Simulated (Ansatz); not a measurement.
Computed with DFT PBE, scalar-relativistic, plane waves, PAW in Ansatz 0.2.0.

Levels along Γ–X–S–Y–Γ–Z–U–R–T–Z | X–U | Y–T | S–R, in eV from a zero inside the gap, sorted by energy at each point. Points in fractions of the primitive reciprocal vectors: Γ (0.000 0.000 0.000), X (0.500 0.000 0.000), S (0.500 0.500 0.000), Y (0.000 0.500 0.000), Z (0.000 0.000 0.500), U (0.500 0.000 0.500), R (0.500 0.500 0.500), T (0.000 0.500 0.500).
```csv
point,"k (1/Å, with 2π)",band 49,band 50,band 51,band 52,band 53,band 54,band 55
Γ,0.000,-1.05,-0.65,-0.60,-0.51,0.50,5.28,5.37
-,0.131,-1.02,-0.80,-0.62,-0.52,0.84,5.05,5.33
-,0.262,-1.03,-0.94,-0.57,-0.54,1.51,4.64,5.22
-,0.394,-1.00,-0.81,-0.56,-0.51,2.25,4.34,4.88
-,0.525,-0.89,-0.66,-0.63,-0.49,2.99,4.28,4.32
X,0.656,-0.75,-0.75,-0.54,-0.54,3.68,3.68,4.43
-,0.764,-0.77,-0.77,-0.56,-0.56,3.73,3.73,4.50
-,0.872,-0.85,-0.85,-0.59,-0.59,3.84,3.84,4.68
-,0.980,-0.95,-0.95,-0.63,-0.63,3.97,3.97,4.92
-,1.087,-1.05,-1.05,-0.66,-0.66,4.07,4.07,5.12
S,1.195,-1.06,-1.06,-0.67,-0.67,4.10,4.10,5.20
-,1.327,-0.97,-0.97,-0.69,-0.69,4.00,4.00,5.31
-,1.458,-0.89,-0.89,-0.73,-0.73,3.76,3.76,5.54
-,1.589,-1.02,-1.02,-0.67,-0.67,3.49,3.49,5.78
-,1.720,-1.21,-1.21,-0.60,-0.60,3.29,3.29,5.94
Y,1.851,-1.34,-1.34,-0.58,-0.58,3.21,3.21,6.00
-,1.959,-1.35,-1.26,-0.58,-0.58,2.57,3.82,5.83
-,2.067,-1.24,-1.11,-0.59,-0.58,1.92,4.37,5.66
-,2.175,-1.16,-0.90,-0.59,-0.57,1.28,4.83,5.51
-,2.283,-1.11,-0.72,-0.60,-0.54,0.74,5.16,5.41
Γ,2.391,-1.05,-0.65,-0.60,-0.51,0.50,5.28,5.37
-,2.509,-1.06,-0.65,-0.60,-0.56,0.79,5.27,5.30
-,2.627,-1.09,-0.65,-0.62,-0.60,1.42,5.08,5.27
-,2.746,-0.96,-0.66,-0.65,-0.60,2.15,4.71,5.27
-,2.864,-0.83,-0.67,-0.66,-0.63,2.88,4.20,5.28
Z,2.983,-0.71,-0.71,-0.67,-0.67,3.58,3.58,5.35
-,3.114,-0.79,-0.79,-0.61,-0.61,3.55,3.55,5.34
-,3.245,-0.90,-0.90,-0.56,-0.56,3.52,3.52,5.25
-,3.376,-0.99,-0.99,-0.55,-0.55,3.58,3.58,4.97
-,3.507,-0.86,-0.86,-0.60,-0.60,3.79,3.79,4.56
U,3.639,-0.71,-0.71,-0.71,-0.71,4.14,4.14,4.14
-,3.747,-0.73,-0.73,-0.73,-0.73,4.18,4.18,4.18
-,3.854,-0.76,-0.76,-0.76,-0.76,4.28,4.28,4.28
-,3.962,-0.80,-0.80,-0.80,-0.80,4.41,4.41,4.41
-,4.070,-0.82,-0.82,-0.82,-0.82,4.51,4.51,4.51
R,4.178,-0.83,-0.83,-0.83,-0.83,4.56,4.56,4.56
-,4.309,-1.03,-1.03,-0.67,-0.67,4.35,4.35,4.77
-,4.441,-1.12,-1.12,-0.59,-0.59,4.25,4.25,4.91
-,4.572,-1.02,-1.02,-0.60,-0.60,4.29,4.29,4.93
-,4.703,-0.90,-0.90,-0.68,-0.68,4.45,4.45,4.84
T,4.834,-0.78,-0.78,-0.78,-0.78,4.66,4.66,4.66
-,4.942,-0.82,-0.82,-0.75,-0.75,4.38,4.38,4.90
-,5.050,-0.85,-0.85,-0.73,-0.73,4.10,4.10,5.09
-,5.158,-0.82,-0.82,-0.72,-0.72,3.84,3.84,5.23
-,5.266,-0.72,-0.72,-0.72,-0.72,3.65,3.65,5.32
Z,5.373,-0.71,-0.71,-0.67,-0.67,3.58,3.58,5.35
X,5.373,-0.75,-0.75,-0.54,-0.54,3.68,3.68,4.43
-,5.492,-0.75,-0.75,-0.55,-0.55,3.75,3.75,4.41
-,5.610,-0.77,-0.77,-0.57,-0.57,3.90,3.90,4.36
-,5.729,-0.78,-0.78,-0.60,-0.60,4.03,4.03,4.27
-,5.847,-0.76,-0.76,-0.65,-0.65,4.10,4.10,4.19
U,5.965,-0.71,-0.71,-0.71,-0.71,4.14,4.14,4.14
Y,5.965,-1.34,-1.34,-0.58,-0.58,3.21,3.21,6.00
-,6.084,-1.23,-1.23,-0.57,-0.57,3.28,3.28,5.95
-,6.202,-1.10,-1.10,-0.57,-0.57,3.48,3.48,5.78
-,6.321,-0.99,-0.99,-0.61,-0.61,3.79,3.79,5.50
-,6.439,-0.88,-0.88,-0.69,-0.69,4.20,4.20,5.11
T,6.558,-0.78,-0.78,-0.78,-0.78,4.66,4.66,4.66
S,6.558,-1.06,-1.06,-0.67,-0.67,4.10,4.10,5.20
-,6.676,-1.04,-1.04,-0.67,-0.67,4.11,4.11,5.18
-,6.795,-1.00,-1.00,-0.68,-0.68,4.14,4.14,5.10
-,6.913,-0.95,-0.95,-0.71,-0.71,4.22,4.22,4.96
-,7.031,-0.89,-0.89,-0.76,-0.76,4.36,4.36,4.77
R,7.150,-0.83,-0.83,-0.83,-0.83,4.56,4.56,4.56
```

The cell has space group Pbcn, 12 atoms and 104 electrons in the valence of the PAW potentials, and holds 2 elements, among them O; it is relaxed at this level.

Cutoff 420 eV, k mesh 6×6×6. No spin polarisation.

Problem. Which material gives these bands?

Solution. SnO2, conventional cell a = 4.790 Å, b = 5.824 Å, c = 5.306 Å, α = 90.00°, β = 90.00°, γ = 90.00°. Other compounds weren't ruled out.

Another cell of SnO2 relaxed alike, in P4_2/mnm, lies 18 meV/atom lower, so this cell isn't the stable form at this level.

It was relaxed from a Materials Project cell.
